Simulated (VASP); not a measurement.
# Mo (Im-3m) in VASP: notebook

Aim: see how the results for Mo move with the level of theory and the settings. Levels: RPBE, PBE+D3(BJ), LDA. Tasks: relaxation of cell and atoms.

Everything below comes from runs of VASP 6.6.1. Logs are shortened: lines on timing, memory, paths and dates and some standing lists are left out, and cuts for length are marked.

## 1. The structure

The structure is cubic, space group Im-3m (No. 229). Conventional cell: a = 3.147 Å, b = 3.147 Å, c = 3.147 Å, α = 90.00°, β = 90.00°, γ = 90.00°. Mo (site symmetry m-3m) is surrounded by 8 Mo at 2.73 Å.

## 2. Relaxation of cell and atoms, RPBE

File INCAR:

```
SYSTEM = Mo
PREC = Accurate
ENCUT = 600
EDIFF = 1E-6
ISMEAR = 1
SIGMA = 0.1
LREAL = .False.
LASPH = .True.
NELM = 80
ALGO = Normal
ISIF = 3
LWAVE = .False.
LCHARG = .False.
GGA = RP
IBRION = 2
NSW = 90
EDIFFG = -0.01
```

File KPOINTS:

```
Automatic mesh
0
Gamma
  16 16 16
  0 0 0
```

File POSCAR:

```
Mo
1.0
   -1.5734150000      1.5734150000      1.5734150000
    1.5734150000     -1.5734150000      1.5734150000
    1.5734150000      1.5734150000     -1.5734150000
Mo
1
Direct
    0.0000000000      0.0000000000      0.0000000000
```

Potentials or basis: VASP PAW PBE potentials, release 64 (Mo_sv).

The run is started by

```sh
$ cat potpaw_PBE.64/Mo_sv/POTCAR > POTCAR
$ mpirun -np 1 vasp_std > vasp.out
```

OUTCAR:

```text
SYSTEM = Mo
   PREC = Accurate
   ENCUT = 600
   EDIFF = 1E-6
   ISMEAR = 1
   LREAL = .False.
   LASPH = .True.
   NELM = 80
   ISIF = 3
   GGA = RP
   IBRION = 2
   NSW = 90
   EDIFFG = -0.01

 ion  position               nearest neighbor table
   1  0.000  0.000  0.000-

  LATTYP: Found a body centered cubic cell.
 ALAT       =     3.1468300000

  Lattice vectors:

 A1 = (  -1.5734150000,   1.5734150000,   1.5734150000)
 A2 = (   1.5734150000,  -1.5734150000,   1.5734150000)
 A3 = (   1.5734150000,   1.5734150000,  -1.5734150000)

Analysis of symmetry for initial positions (statically):
=====================================================================
 Subroutine PRICEL returns:
 Original cell was already a primitive cell.

 Routine SETGRP: Setting up the symmetry group for a
 body centered cubic supercell.

 Subroutine GETGRP returns: Found 48 space group operations
 (whereof 48 operations were pure point group operations)
 out of a pool of 48 trial point group operations.

The static configuration has the point symmetry O_h .

Analysis of symmetry for dynamics (positions and initial velocities):
=====================================================================
 Subroutine PRICEL returns:
 Original cell was already a primitive cell.

 Routine SETGRP: Setting up the symmetry group for a
 body centered cubic supercell.

 Subroutine GETGRP returns: Found 48 space group operations
 (whereof 48 operations were pure point group operations)
 out of a pool of 48 trial point group operations.

The dynamic configuration has the point symmetry O_h .

 Subroutine INISYM returns: Found 48 space group operations
 (whereof 48 operations are pure point group operations),
 and found     1 'primitive' translations

----------------------------------------------------------------------------------------

                                     Primitive cell

  volume of cell :      15.5808

  direct lattice vectors                    reciprocal lattice vectors
    -1.573415000  1.573415000  1.573415000     0.000000000  0.317780115  0.317780115
     1.573415000 -1.573415000  1.573415000     0.317780115  0.000000000  0.317780115
     1.573415000  1.573415000 -1.573415000     0.317780115  0.317780115  0.000000000

  length of vectors
     2.725234721  2.725234721  2.725234721     0.449408949  0.449408949  0.449408949

  position of ions in fractional coordinates (direct lattice)
[... 98 lines left out ...]
  volume/ion in A,a.u.               =      15.58       105.14
  Fermi-wavevector in a.u.,A,eV,Ry     =   1.579747  2.985289 33.954710  2.495601
  Thomas-Fermi vector in A             =   2.680079
   LORBIT       =      0    0 simple, 1 ext, 2 COOP (PROOUT), +10 PAW based schemes
   GGA     = RP    functional components
   LHFCALC =     F    Hartree Fock is set to
   AEXX    =    0.0000 exact exchange contribution
   IVDW    =     0    specifies the selected vdW correction
   LEPSILON=     F    determine dielectric tensor
   LRPA    =     F    only Hartree local field effects (RPA)
 conjugate gradient relaxation of ions
 non-spin polarized calculation
 Methfessel and Paxton  Order N= 1 SIGMA  =   0.10
  energy-cutoff  :      600.00
  volume of cell :       15.58
 maximum number of plane-waves:       537
 NGX is ok and might be reduce to    24
   NGX = 11   NGY = 11   NGZ = 11

--------------------------------------- Ionic step        1  -------------------------------------------

 number of electron      14.0000002 magnetization

 Free energy of the ion-electron system (eV)
  ---------------------------------------------------
  ext. energy  EPLUGINS =         0.00000000
  ---------------------------------------------------
  free energy    TOTEN  =       -10.35616852 eV

  energy without entropy =      -10.35672718  energy(sigma->0) =      -10.35635474

------------------------ aborting loop because EDIFF is reached ----------------------------------------

  FORCE on cell =-STRESS in cart. coord.  units (eV):
  Direction    XX          YY          ZZ          XY          YZ          ZX
  --------------------------------------------------------------------------------------
  -------------------------------------------------------------------------------------
  Total        0.7071600      0.7071600      0.7071600     -0.0000000      0.0000000      0.0000000
  in kB       72.7174106     72.7174106     72.7174106     -0.0000000      0.0000000      0.0000000
  external PRESSURE =      72.7174106 kB  Pullay stress =       0.0000000 kB
[... 92 lines left out ...]
--------------------------------------- Ionic step        4  -------------------------------------------

 number of electron      14.0000002 magnetization

 Free energy of the ion-electron system (eV)
  ---------------------------------------------------
  ext. energy  EPLUGINS =         0.00000000
  ---------------------------------------------------
  free energy    TOTEN  =       -10.36568896 eV

  energy without entropy =      -10.36630396  energy(sigma->0) =      -10.36589396

 E-fermi :  12.2781     XC(G=0): -13.1863

 val. band max:       12.2700708659   @ k =  -0.1875   0.1875   0.0625
 cond. band min:      12.3139397661   @ k =   0.4375   0.1250  -0.0000
 fundamental gap:      0.0438689002
 Fermi energy:        12.2781223335

 k-point     1 :       0.0000    0.0000    0.0000
  band No.  band energies     occupation
      1     -49.0052      2.00000
      2     -22.3268      2.00000
      3     -22.3268      2.00000
      4     -22.3268      2.00000
      5       5.1441      2.00000
      6      10.9672      2.00000
      7      10.9672      2.00000
      8      10.9672      2.00000
      9      13.9107     -0.00000
     10      13.9107     -0.00000
     11      27.0671      0.00000
[... 309 lines left out ...]
 k-point    24 :       0.2500    0.1875    0.0000
  band No.  band energies     occupation
      1     -48.7935      2.00000
      2     -23.3421      2.00000
      3     -22.7470      2.00000
      4     -22.4385      2.00000
      5       8.2045      2.00000
      6       9.4607      2.00000
      7      10.5008      2.00000
      8      13.3535     -0.00000
      9      14.6290      0.00000
     10      16.7508      0.00000
     11      25.2841      0.00000

 [... further k-points ...]

------------------------ aborting loop because EDIFF is reached ----------------------------------------

  FORCE on cell =-STRESS in cart. coord.  units (eV):
  Direction    XX          YY          ZZ          XY          YZ          ZX
  --------------------------------------------------------------------------------------
  -------------------------------------------------------------------------------------
  Total       -0.0015128     -0.0015128     -0.0015128      0.0000000     -0.0000000      0.0000000
  in kB       -0.1513593     -0.1513593     -0.1513593      0.0000000     -0.0000000      0.0000000
  external PRESSURE =      -0.1513593 kB  Pullay stress =       0.0000000 kB
[... 16 lines left out ...]
  FREE ENERGIE OF THE ION-ELECTRON SYSTEM (eV)
  ---------------------------------------------------
  free  energy   TOTEN  =       -10.3656889632 eV

  energy  without entropy=      -10.3663039641  energy(sigma->0) =      -10.36589396

 reached required accuracy - stopping structural energy minimisation
```

CONTCAR:

```text
Mo
   1.00000000000000
    -1.5878358521138149    1.5878358521138149    1.5878358521138149
     1.5878358521138149   -1.5878358521138149    1.5878358521138149
     1.5878358521138149    1.5878358521138149   -1.5878358521138149
  Mo
     1
Direct
     0.0000000000000000    0.0000000000000000    0.0000000000000000

  0.00000000E+00  0.00000000E+00  0.00000000E+00
```

Wall time 21 s (1 thread of Intel Xeon 6975P-C (Granite Rapids), shared host); peak memory 0.17 GiB.

Results:

```
Free energy                            : -10.3657 eV
Relaxed volume                         : 16.01 Å³/atom
Relaxed cell                           : a = 2.750 Å, b = 2.750 Å, c = 2.750 Å, α = 109.47°, β = 109.47°, γ = 109.47°
Space group after relaxing (to 0.05 Å) : Im-3m (No. 229)
Energy gained by relaxing              : 9.5 meV/atom
Ionic steps                            : 4
Pressure after relaxing                : 0.0 GPa
Band gap on the k mesh                 : none (metal or under the smearing width)
```

The path:
```
step  energy change (eV)  largest force (eV/Å)  pressure (GPa)  volume (Å³)
   1              0.0000                0.0000            7.27        15.58
   2              0.0540                0.0000          -15.61        17.23
   3             -0.0095                0.0000           -0.18        16.02
   4             -0.0095                0.0000           -0.02        16.01
```

Final structure:
```xyz
1
Lattice="-1.5878 1.5878 1.5878 1.5878 -1.5878 1.5878 1.5878 1.5878 -1.5878" Properties=species:S:1:pos:R:3 pbc="T T T"
Mo    0.0000    0.0000    0.0000
```

Caveat: the PAW data sets were made with another functional, which shifts forces and pressure a little. RPBE and its kin give volumes clearly too large for solids.

## 3. Relaxation of cell and atoms, RPBE

This run uses another cell than the first one, of 16.01 Å³/atom, 1.028 times its volume.

Edit INCAR of step 2 so:

```diff
@@ -3,3 +3,3 @@
 ENCUT = 600
-EDIFF = 1E-6
+EDIFF = 1E-7
 ISMEAR = 1
@@ -16,2 +16,2 @@
 NSW = 90
-EDIFFG = -0.01
+EDIFFG = -0.005
```

KPOINTS is that of step 2.

File POSCAR:

```
Mo                                      
1.0
   -1.5878358521      1.5878358521      1.5878358521
    1.5878358521     -1.5878358521      1.5878358521
    1.5878358521      1.5878358521     -1.5878358521
  Mo            
     1
Direct
     0.0000000000000000    0.0000000000000000    0.0000000000000000
```

Potentials or basis: VASP PAW PBE potentials, release 64 (Mo_sv).

The run is started by

```sh
$ cat potpaw_PBE.64/Mo_sv/POTCAR > POTCAR
$ mpirun -np 1 vasp_std > vasp.out
```

Wall time 8.5 s (1 thread of Intel Xeon 6975P-C (Granite Rapids), shared host); peak memory 0.16 GiB.

Results (log left out):

- Free energy: -10.3662 eV
- Pressure after relaxing: 0.0 GPa
- Band gap on the k mesh: none (metal or under the smearing width)

Final structure:
```cif
data_structure
_symmetry_space_group_name_H-M 'P 1'
_symmetry_Int_Tables_number 1
_cell_length_a 2.7502
_cell_length_b 2.7502
_cell_length_c 2.7502
_cell_angle_alpha 109.471
_cell_angle_beta 109.471
_cell_angle_gamma 109.471
_cell_volume 16.01
loop_
_atom_site_label
_atom_site_type_symbol
_atom_site_fract_x
_atom_site_fract_y
_atom_site_fract_z
_atom_site_occupancy
Mo1 Mo 0.00000 0.00000 0.00000 1
```

Levels at points of the mesh, in eV from the Fermi level:
| k point | band 3 | band 4 | band 5 | band 6 | band 7 | band 8 | band 9 | band 10 | band 11 |
| --- | --- | --- | --- | --- | --- | --- | --- | --- | --- |
| (0.00, 0.00, 0.00) | -34.60 | -34.60 | -7.13 | -1.31 | -1.31 | -1.31 | 1.63 | 1.63 | 14.79 |
| (0.50, 0.00, 0.00) | -35.02 | -34.61 | -5.17 | -3.28 | 1.54 | 1.65 | 2.26 | 4.57 | 11.30 |
| (0.50, 0.50, 0.50) | -35.50 | -35.50 | -5.24 | -5.24 | 3.84 | 3.84 | 3.84 | 8.90 | 8.90 |

Caveat: the relaxation stopped at its first step, so nothing moved; the PAW data sets were made with another functional, which shifts forces and pressure a little.

[end of part 1 of 2]
